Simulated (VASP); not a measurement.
Output of a VASP run:

File OUTCAR:
```
 ion  position               nearest neighbor table
   1  0.000  0.000  0.000-
   2  0.500  0.500  0.500-
  LATTYP: Found a simple cubic cell.
 ALAT       =     4.5146084573
 Subroutine PRICEL returns:
 Original cell was already a primitive cell.
 Subroutine GETGRP returns: Found 48 space group operations
The static configuration has the point symmetry O_h .
The dynamic configuration has the point symmetry O_h .
 Subroutine INISYM returns: Found 48 space group operations
 Subroutine IBZKPT returns following result:
 Found     20 irreducible k-points:

 Following reciprocal coordinates:
            Coordinates               Weight
  0.000000  0.000000  0.000000      1.000000
  0.142857  0.000000  0.000000      6.000000
  0.285714  0.000000  0.000000      6.000000
  0.428571  0.000000  0.000000      6.000000
  0.142857  0.142857  0.000000     12.000000
  0.285714  0.142857  0.000000     24.000000
  0.428571  0.142857  0.000000     24.000000
  0.285714  0.285714  0.000000     12.000000
  0.428571  0.285714  0.000000     24.000000
  0.428571  0.428571  0.000000     12.000000
  0.142857  0.142857  0.142857      8.000000
  0.285714  0.142857  0.142857     24.000000
  0.428571  0.142857  0.142857     24.000000
  0.285714  0.285714  0.142857     24.000000
  0.428571  0.285714  0.142857     48.000000
  0.428571  0.428571  0.142857     24.000000
  0.285714  0.285714  0.285714      8.000000
  0.428571  0.285714  0.285714     24.000000
  0.428571  0.428571  0.285714     24.000000
  0.428571  0.428571  0.428571      8.000000
   k-points           NKPTS =     20   k-points in BZ     NKDIM =     20   number of bands    NBANDS=     12
   number of dos      NEDOS =    601   number of ions     NIONS =      2
   total plane-waves  NPLWV =  27000
   dimension x,y,z NGX =    30 NGY =   30 NGZ =   30
   dimension x,y,z NGXF=    60 NGYF=   60 NGZF=   60
   ions per type =               1   1
   PREC   = accura    normal or accurate (medium, high low for compatibility)
   ISTART =      0    job   : 0-new  1-cont  2-samecut
   ICHARG =      2    charge: 1-file 2-atom 10-const
   ISPIN  =      1    spin polarized calculation?
   LNONCOLLINEAR =      F non collinear calculations
   LSORBIT =      F    spin-orbit coupling
   INIWAV =      1    electr: 0-lowe 1-rand  2-diag
   ENCUT  =  400.0 eV  29.40 Ry    5.42 a.u.   7.36  7.36  7.36*2*pi/ulx,y,z
   NELM   =    100;   NELMIN=  2; NELMDL= -5     # of ELM steps
   EDIFF  = 0.1E-06   stopping-criterion for ELM
   LREAL  =      F    real-space projection
   NLSPLINE    = F    spline interpolate recip. space projectors
   LMAXMIX     =    4 max onsite mixed and CHGCAR
   VOSKOWN=      0    Vosko Wilk Nusair interpolation
   EDIFFG = 0.1E-05   stopping-criterion for IOM
   NSW    =      0    number of steps for IOM
   NBLOCK =      1;   KBLOCK =      1    inner block; outer block
   IBRION =     -1    ionic relax: 0-MD 1-quasi-New 2-CG
   NFREE  =      0    steps in history (QN), initial steepest desc. (CG)
   ISIF   =      2    stress and relaxation
   ISYM   =      2    0-nonsym 1-usesym 2-fastsym
   TEIN   =    0.0    initial temperature
   TEBEG  =    0.0;   TEEND  =   0.0 temperature during run
   SMASS  =  -3.00    Nose mass-parameter (am)
   PSTRESS=    0.0 pullay stress
   NELECT =      16.0000    total number of electrons
   EFERMI =   0.00;   METHOD = LEGACY
   ISMEAR =    -5;   SIGMA  =   0.20  broadening in eV -4-tet -1-fermi 0-gaus
   IALGO  =     38    algorithm
   LDIAG  =      T    sub-space diagonalisation (order eigenvalues)
   IMIX   =      4    mixing-type and parameters
     AMIX     =   0.40;   BMIX     =  1.00
     AMIX_MAG =   1.60;   BMIX_MAG =  1.00
     AMIN     =   0.10
   GGA     = PS    functional components
   VOSKOWN =     0    Vosko Wilk Nusair interpolation
   LHFCALC =     F    Hartree Fock is set to
   LHFONE  =     F    Hartree Fock one center treatment
...
```

### OSZICAR
```
       N       E                     dE             d eps       ncg     rms          rms(c)
DAV:   1     0.825323309251E+02    0.82532E+02   -0.54377E+03   480   0.898E+02
DAV:   2     0.556163347840E+00   -0.81976E+02   -0.76684E+02   700   0.155E+02
DAV:   3    -0.582152845912E+01   -0.63777E+01   -0.63539E+01   600   0.508E+01
DAV:   4    -0.590448791006E+01   -0.82959E-01   -0.82933E-01   580   0.732E+00
DAV:   5    -0.590562413582E+01   -0.11362E-02   -0.11362E-02   580   0.837E-01    0.141E+00
DAV:   6    -0.579676133756E+01    0.10886E+00   -0.14549E-01   524   0.186E+00    0.102E+00
DAV:   7    -0.577284607696E+01    0.23915E-01   -0.11556E-01   548   0.169E+00    0.490E-01
DAV:   8    -0.577471120373E+01   -0.18651E-02   -0.77206E-03   536   0.565E-01    0.849E-02
DAV:   9    -0.577493360610E+01   -0.22240E-03   -0.60061E-04   584   0.168E-01    0.607E-02
DAV:  10    -0.577500097832E+01   -0.67372E-04   -0.11724E-04   556   0.652E-02    0.132E-02
DAV:  11    -0.577499889526E+01    0.20831E-05   -0.38742E-05   576   0.323E-02    0.434E-03
DAV:  12    -0.577499902563E+01   -0.13037E-06   -0.32553E-06   560   0.118E-02    0.112E-03
DAV:  13    -0.577499904741E+01   -0.21776E-07   -0.12705E-07   440   0.262E-03
   1 F= -.57749990E+01 E0= -.57749990E+01  d E =0.000000E+00
```

**OUTCAR**
```
------------------------ aborting loop because EDIFF is reached ----------------------------------------
  FORCE on cell =-STRESS in cart. coord.  units (eV):
  Direction    XX          YY          ZZ          XY          YZ          ZX
  --------------------------------------------------------------------------------------
  Total       -0.0131604     -0.0131604     -0.0131604      0.0000000      0.0000000      0.0000000
  in kB       -0.2291491     -0.2291491     -0.2291491      0.0000000      0.0000000      0.0000000
  external PRESSURE =      -0.2291491 kB  Pullay stress =       0.0000000 kB
  volume of cell :       92.02
      direct lattice vectors                 reciprocal lattice vectors
     4.514608457  0.000000000  0.000000000     0.221503151  0.000000000  0.000000000
     0.000000000  4.514608457  0.000000000     0.000000000  0.221503151  0.000000000
     0.000000000  0.000000000  4.514608457     0.000000000  0.000000000  0.221503151
 POSITION                                       TOTAL-FORCE (eV/Angst)
 -----------------------------------------------------------------------------------
      0.00000      0.00000      0.00000         0.000000      0.000000      0.000000
      2.25730      2.25730      2.25730         0.000000      0.000000      0.000000
 -----------------------------------------------------------------------------------
    total drift:                               -0.000000     -0.000000     -0.000000
  FREE ENERGIE OF THE ION-ELECTRON SYSTEM (eV)
  ---------------------------------------------------
  free  energy   TOTEN  =        -5.7749990474 eV

  energy  without entropy=       -5.7749990474  energy(sigma->0) =       -5.77499905

 total charge

# of ion       s       p       d       tot
------------------------------------------
    1        1.853   4.687   0.033   6.572
    2        1.495   2.824   0.002   4.322
--------------------------------------------------
tot          3.347   7.511   0.035  10.894
```
(Selected blocks of OUTCAR.)

**POSCAR**
```
CsI
1
    4.5146084573     0.0000000000    -0.0000000000
   -0.0000000000     4.5146084573     0.0000000000
    0.0000000000     0.0000000000     4.5146084573
Cs I
1 1
Direct
  0.0000000000   0.0000000000   0.0000000000
  0.5000000000   0.5000000000   0.5000000000
```

Reconstruct the remaining input files.

One answer among several that fit: the input of the run itself, PBEsol GGA, plane waves, VASP's PBE PAW potentials (set 64).

**KPOINTS**
```
kpoints
0
Gamma
 7 7 7
```

INCAR:
```
ALGO = Normal
EDIFF = 1E-7
ENCUT = 400
GGA = PS
ISIF = 2
ISMEAR = -5
LASPH = .TRUE.
LCHARG = .TRUE.
LMAXMIX = 4
LORBIT = 11
LREAL = .FALSE.
LWAVE = .FALSE.
NEDOS = 601
NELM = 100
PREC = Accurate
SYSTEM = CsI
```

POTCAR, in this order: Cs_sv I (PBE.64 set). Program: vasp_std.

The structure was generated: CsI was put into the CsCl type type (Pm-3m), which need not be its known phase. It was relaxed first, which changed the volume by -25 %.
